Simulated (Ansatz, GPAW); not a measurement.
Given: the input of a run of Ansatz 0.2.0 on Be (Beryllium). 

Contents of input.yaml:

```yaml
crystal:
  lattice:
    - [2.2853, 0.0, 0.0]
    - [-1.14265, 1.9791278553, 0.0]
    - [0.0, 0.0, 3.5842]
  atoms:
    - { symbol: Be, position: [0.6666666667, 0.3333333333, 0.75] }
    - { symbol: Be, position: [0.3333333333, 0.6666666667, 0.25] }
kpoints:
  mp_grid: { grid: [13, 13, 8] }
scf:
  occupations: { method: gaussian, width: 0.1 }
hamiltonian:
  xc: pbe
  pseudopotentials: { kind: all_electron, lapw: { basis_error: 0.001 } }
output:
  forces: true
  stress: true
  eigenvalues: true
```

Potentials or basis: all-electron LAPW, scalar-relativistic.

Run with:

```bash
$ ansatz run input.yaml --threads 1 --pin off --max-ram 3072MiB --backend cpu --events-out ev --progress --plain --runs-dir out
```

Question: Set up the same calculation for GPAW 26.7.0 (ASE script). Potentials or basis there: GPAW PAW data sets (gpaw-data 1.2.1), cutoff 800 eV.

Answer: As run (cutoffs and basis follow the program's own potentials, and thresholds, step limits or extra output files can differ):

The input run.py:

```python
from ase import Atoms
from ase.dft.bandgap import bandgap
from ase.io import write
from ase.units import GPa
from gpaw import GPAW, PW

atoms = Atoms(['Be', 'Be'],
              cell=[[2.2853, 0.0, 0.0],
                    [-1.14265, 1.9791278553, 0.0],
                    [0.0, 0.0, 3.5842]],
              scaled_positions=[[0.6666666667, 0.3333333333, 0.75],
                                [0.3333333333, 0.6666666667, 0.25]],
              pbc=True)

calc = GPAW(mode=PW(800),
            xc='PBE',
            kpts={'size': (13, 13, 8), 'gamma': True},
            occupations={'name': 'methfessel-paxton', 'order': 0, 'width': 0.1},
            nbands=9,
            convergence={'density': 1e-05, 'energy': 1e-05},
            maxiter=150,
            txt='gpaw.txt')
atoms.calc = calc
energy = atoms.get_potential_energy()
forces = atoms.get_forces()
stress = atoms.get_stress()
calc.write('gs.gpw')
write('result.traj', atoms)
print(f'Energy: {energy:.6f} eV')
print('Forces (eV/A):')
print(forces.round(4))
print('Stress (GPa):', (stress / GPa).round(3))
print('Fermi level:', round(calc.get_fermi_level(), 4), 'eV')
print(f'Gap: {bandgap(calc)[0]:.4f} eV, direct: {bandgap(calc, direct=True)[0]:.4f} eV')
```

Potentials or basis: GPAW PAW data sets (gpaw-data 1.2.1), pw.

Launch:

```bash
$ OMP_NUM_THREADS=1 python run.py
```

Both were run:

|  | Ansatz | GPAW |
| --- | --- | --- |
| Pressure | -2.8 GPa | -1.3 GPa |

Where Ansatz's input types no cutoff or centring, it takes its own default and a Γ-centred mesh.

Pressure is positive in compression.
